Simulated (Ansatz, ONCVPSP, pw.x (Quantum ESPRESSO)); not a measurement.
# barium: does the ONCV potential hold in the solid?

barium, optimised norm-conserving Vanderbilt (ONCV), made with ONCVPSP 4.0.1.1 (patched build) (PBE, scalar-relativistic). Core [Kr] 4d10, reference 5s2 5p6 6s2. Waves: 5s+6s: rc 2.26 bohr, ncon 4, nbas 8, qcut 4.1 1/bohr, 3 projectors, debl 2.9 Ha; 5p: rc 2.40 bohr, ncon 4, nbas 7, qcut 4.7 1/bohr, 3 projectors, debl 1.9 Ha; d scattering state at 0.1 Ha: rc 2.40 bohr, ncon 3, nbas 6, qcut 4.1 1/bohr, 2 projectors, debl 3.8 Ha. Local part: polynomial inside 1.50 bohr (lpopt 2, dvloc0 -1 Ha). Core correction: Teter function, fcfact 4.5, rcfact 1.05.

In the d channel the program set the typed energies aside and used 0.050, 3.850 Ha.

Crystal test: sc Ba in pw.x 7.5, no spin, 8³ k-points, Fermi–Dirac smearing 0.01 Ry, cutoffs 55/220 Ry. The reference is all-electron LAPW (Ansatz 0.2.0) with the same functional, mesh and smearing; V0 and B0 come from Birch–Murnaghan fits to the pressures at five volumes. Errors are pseudo minus all-electron; Δ is the rms difference of the E(V) curves that follow from these fits, minima aligned, over ±6 % about the mean V0. Mesh and smearing are coarse, so the numbers serve the comparison and aren't converged zero-temperature values; the lattice is a test structure that the element need not adopt.

```tsv
V (Å³/atom)	P all-electron (GPa)	P pseudo (GPa)
59.094	0.37	0.44
60.649	0.18	0.24
62.204	0.01	0.06
63.759	-0.14	-0.10
65.314	-0.28	-0.25
```

All-electron: a0 = 3.964 Å (V0 = 62.29 Å³/atom), B0 = 6.4 GPa.

Pseudopotential: mean pressure error (GPa): +0.05; a0 (Å): 3.974; a0 error (%): +0.26; B0 error (%): +3.0; Δ (meV/atom): 0.7.

**Question.** At the middle volume, how do free energy and pressure move when the wave cutoff is lowered (ecutrho kept at four times it)?

**Answer.**

| cutoff (Ry) | shift of F (meV/atom) | shift of P (GPa) |
| --- | --- | --- |
| 25 | +12.4 | -0.04 |
| 33 | +7.1 | -0.00 |
| 44 | +2.5 | -0.01 |

The run at the middle volume (35 k-points, 7 iterations) took about 23 s on one core of a shared host (Neoverse-N1, 64 threads, 124 GiB, load 56).
